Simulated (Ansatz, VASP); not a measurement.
**Sn in VASP and in Ansatz**

```
CELL_PARAMETERS angstrom
3.17369 0.00000 0.00000
0.00000 3.17369 0.00000
0.00000 0.00000 3.17369
ATOMIC_POSITIONS crystal
Sn 0.00000 0.00000 0.00000
```

Alike in both runs: functional BLYP; k mesh 10 × 10 × 10; occupations fermi-dirac, width 0.1 eV; no spin polarisation.

Ansatz relaxed the structure, and its values are those at the end. VASP's run is a single point on that final structure, the one shown.

|  | VASP | Ansatz |
| --- | --- | --- |
| version | VASP 6.6.1 | Ansatz 0.2.0 |
| potentials or method | VASP PAW PBE potentials, release 64 (Sn_d) | plane waves (420 eV) with PAW, scalar-relativistic |
| plane-wave cutoff (eV) | 520 | 420 |
| valence electrons in the cell | 14 | 14 |

|  | VASP | Ansatz | Ansatz less VASP |
| --- | --- | --- | --- |
| pressure (GPa) | 0.0 | 0.0 | -0.04 |

Caveats: the PAW data sets were made with another functional, which shifts forces and pressure a little (VASP).
